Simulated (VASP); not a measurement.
Input for VASP

File POSCAR:
```
LiI
1
    0.0000000000     3.0100000000     3.0100000000
    3.0100000000     0.0000000000     3.0100000000
    3.0100000000     3.0100000000     0.0000000000
Li I
1 1
Direct
  0.0000000000   0.0000000000   0.0000000000
  0.5000000000   0.5000000000   0.5000000000
```

**INCAR**
```
SYSTEM = LiI
PREC = Accurate
ENCUT = 520
EDIFF = 1E-6
NELM = 100
ALGO = Normal
LREAL = .FALSE.
LASPH = .TRUE.
ISMEAR = 0
SIGMA = 0.05
LMAXMIX = 4
LWAVE = .FALSE.
LCHARG = .FALSE.
ISIF = 2
METAGGA = R2SCAN
LEPSILON = .TRUE.
```

### KPOINTS
```
Automatic mesh
0
Gamma
6 6 6
0 0 0
```

POTCAR, in this order: Li_sv I (PBE.64 set). Program: vasp_std.

Q: Does this input run properly? What does VASP do?

A: There is a fault: LEPSILON was set with a meta-GGA. VASP stops with an error: You have switched on METAGGA and linear-response routines. This combination is currently not supported. If you have selected LEPSILON=.TRUE., you can try using LCALCEPS=.TRUE. instead. In all other cases, VASP will stop. SOOO sorry... ----> I REFUSE TO CONTINUE WITH THIS SICK JOB ... BYE!!! <----

File standard output:
```
 POSCAR found type information on POSCAR LiI
 POSCAR found :  2 types and       2 ions
 Reading from existing POTCAR
 Reading from existing POTCAR

 -----------------------------------------------------------------------------
|                                                                             |
|               ----> ADVICE to this user running VASP <----                  |
|                                                                             |
|     You enforced a specific xc type in the INCAR file but a different       |
|     type was found in the POTCAR file.                                      |
|     I HOPE YOU KNOW WHAT YOU ARE DOING!                                     |
|                                                                             |
 -----------------------------------------------------------------------------

 LDA part: xc-table for (None), standard interpolation
 POSCAR, INCAR and KPOINTS ok, starting setup
 WAVECAR not read
 entering main loop
       N       E                     dE             d eps       ncg     rms          rms(c)
DAV:   1     0.120853382166E+02    0.12085E+02   -0.37020E+03   288   0.975E+02
DAV:   2    -0.293500895317E+02   -0.41435E+02   -0.40328E+02   399   0.140E+02
DAV:   3    -0.309846530863E+02   -0.16346E+01   -0.16328E+01   344   0.325E+01
DAV:   4    -0.310315451095E+02   -0.46892E-01   -0.46868E-01   457   0.614E+00
DAV:   5    -0.310319634404E+02   -0.41833E-03   -0.41831E-03   352   0.580E-01    0.266E+00
DAV:   6    -0.296931982416E+02    0.13388E+01   -0.38953E-01   388   0.512E+00    0.220E+00
DAV:   7    -0.296975058865E+02   -0.43076E-02   -0.82672E-02   315   0.256E+00    0.304E-01
DAV:   8    -0.296970091557E+02    0.49673E-03   -0.40853E-03   357   0.549E-01    0.280E-01
DAV:   9    -0.296971828133E+02   -0.17366E-03   -0.83402E-04   314   0.257E-01    0.339E-02
DAV:  10    -0.296971292374E+02    0.53576E-04   -0.74504E-05   426   0.673E-02    0.279E-02
DAV:  11    -0.296971152816E+02    0.13956E-04   -0.12533E-05   316   0.382E-02    0.309E-02
DAV:  12    -0.296970168278E+02    0.98454E-04   -0.37017E-05   376   0.743E-02    0.811E-03
DAV:  13    -0.296970180441E+02   -0.12163E-05   -0.38805E-07   323   0.677E-03    0.758E-03
DAV:  14    -0.296970121565E+02    0.58875E-05   -0.26932E-07   312   0.661E-03    0.384E-03
DAV:  15    -0.296970057943E+02    0.63622E-05   -0.71529E-07   379   0.112E-02    0.182E-03
DAV:  16    -0.296970044438E+02    0.13505E-05   -0.11095E-08   177   0.160E-03    0.154E-03
DAV:  17    -0.296970042356E+02    0.20821E-06   -0.40914E-09   177   0.724E-04
   1 F= -.29697004E+02 E0= -.29697004E+02  d E =-.230939E-22

 -----------------------------------------------------------------------------
|                                                                             |
|     EEEEEEE  RRRRRR   RRRRRR   OOOOOOO  RRRRRR      ###     ###     ###     |
|     E        R     R  R     R  O     O  R     R     ###     ###     ###     |
|     E        R     R  R     R  O     O  R     R     ###     ###     ###     |
|     EEEEE    RRRRRR   RRRRRR   O     O  RRRRRR       #       #       #      |
|     E        R   R    R   R    O     O  R   R                               |
|     E        R    R   R    R   O     O  R    R      ###     ###     ###     |
|     EEEEEEE  R     R  R     R  OOOOOOO  R     R     ###     ###     ###     |
|                                                                             |
|     You have switched on METAGGA and linear-response routines. This         |
|     combination is currently not supported. If you have selected            |
|     LEPSILON=.TRUE., you can try using LCALCEPS=.TRUE. instead. In all      |
|     other cases, VASP will stop. SOOO sorry...                              |
|                                                                             |
|       ---->  I REFUSE TO CONTINUE WITH THIS SICK JOB ... BYE!!! <----       |
|                                                                             |
 -----------------------------------------------------------------------------
```

To mend it, use a GGA with LEPSILON, or finite fields (LCALCEPS) with the meta-GGA. The plain static run on this cell (PBE GGA, plane waves, VASP's PBE PAW potentials (set 64)) converges, and its OSZICAR ends with
```
   1 F= -.58302140E+01 E0= -.58302140E+01  d E =-.160051E-22
```

The compound is LiI in the rock salt structure. The cell was not relaxed at this level.
